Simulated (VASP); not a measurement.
Fe, 1 atom in the cell. Symmetry: Im-3m, No. 229, cubic system. The conventional cell has a = 2.886 Å, b = 2.886 Å, c = 2.886 Å, α = 90.00°, β = 90.00°, γ = 90.00°. Around Fe (site symmetry m-3m) lie 8 Fe at 2.50 Å. 

```yaml
Program: VASP 6.6.1
Task: relaxation of cell and atoms
Functional: rSCAN
Potentials_or_basis: VASP PAW PBE potentials, release 64 (Fe)
Cutoff: 600 eV
k_mesh: 13 × 13 × 13
Occupations: methfessel-paxton, width 0.1 eV
Spin: collinear spin, ferromagnetic start
Starting_moments: "[3.0] μB"
Further_INCAR_settings: ALGO = Normal; EDIFF = 1e-06; IBRION = 2; EDIFFG = -0.01; NSW = 40; ISIF = 3
```

Potentials or basis: VASP PAW PBE potentials, release 64 (Fe).

Command:

```bash
$ cat potpaw_PBE.64/Fe/POTCAR > POTCAR
$ mpirun -np 1 vasp_std > vasp.out
```

Hardware: 1 thread of Intel(R) Xeon(R) Platinum 8488C (Sapphire Rapids), on a shared host.

Question: How long does it take, and how much memory?

Answer: Run time: 3 min on 1 thread of Intel(R) Xeon(R) Platinum 8488C (Sapphire Rapids), with other jobs on the host, peak memory 0.15 GiB. Counts: scf iterations 43, k points 84, ion steps 4.
